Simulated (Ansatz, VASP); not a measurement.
# BN: VASP beside Ansatz

File INCAR:

```
SYSTEM = BN
  PREC = Accurate
  ENCUT = 520
  EDIFF = 1E-6
  ISMEAR = 0
  SIGMA = 0.022
  LREAL = .False.
  LASPH = .True.
  NELM = 80
  ALGO = Fast
  ISIF = 2
  LWAVE = .False.
  LCHARG = .False.
  GGA = PE
  NBANDS = 11
```

File KPOINTS:

```
Automatic mesh
0
Gamma
  13 13 13
  0 0 0
```

POSCAR

```
BN
1.0
    0.0000000000      1.8130010000      1.8130010000
    1.8130010000      0.0000000000      1.8130010000
    1.8130010000      1.8130010000      0.0000000000
N B
1 1
Direct
    0.2500000000      0.2500000000      0.2500000000
    0.0000000000      0.0000000000      0.0000000000
```

The input input.yaml:

```yaml
crystal:
  lattice:
    - [0.0, 1.813001, 1.813001]
    - [1.813001, 0.0, 1.813001]
    - [1.813001, 1.813001, 0.0]
  atoms:
    - { symbol: "N", position: [0.25, 0.25, 0.25] }
    - { symbol: B, position: [0.0, 0.0, 0.0] }
hamiltonian:
  xc: pbe
  pseudopotentials: { kind: paw }
kpoints:
  mp_grid: { grid: [13, 13, 13] }
scf:
  occupations: { method: gaussian, width: 0.022 }
output:
  forces: true
  stress: true
  eigenvalues: true
```

The cell is a database's computed one.

Alike in both runs: task single point; functional PBE; k mesh 13 × 13 × 13; occupations gaussian, width 0.022 eV; no spin polarisation.

|  | VASP | Ansatz |
| --- | --- | --- |
| version | VASP 6.6.1 | Ansatz 0.2.0 |
| potentials or method | VASP PAW PBE potentials, release 64 (N, B) | Ansatz PAW |
| plane-wave cutoff (eV) | 520 | 420 |
| valence electrons in the cell | 8 | 8 |

VASP gave:

- gap on the k mesh at the Fermi level (eV): 4.52
- least direct gap on the mesh (eV): 8.78
- pressure (GPa): -0.2

Question: Estimate Ansatz's values.

Answer: gap on the k mesh at the Fermi level (eV): 4.54; least direct gap on the mesh (eV): 8.79; pressure (GPa): -0.4.

Caveats: an odd mesh through Γ misses points on the zone boundary, where band edges often lie (VASP); odd divisions of the mesh miss points on the zone boundary, where band edges often lie, so the gap on the mesh can be too wide (Ansatz); the pressure holds a Pulay correction of +1.1 GPa for the finite cutoff (Ansatz). Expect the measured gap to be larger: semilocal functionals such as PBE lack the derivative discontinuity.
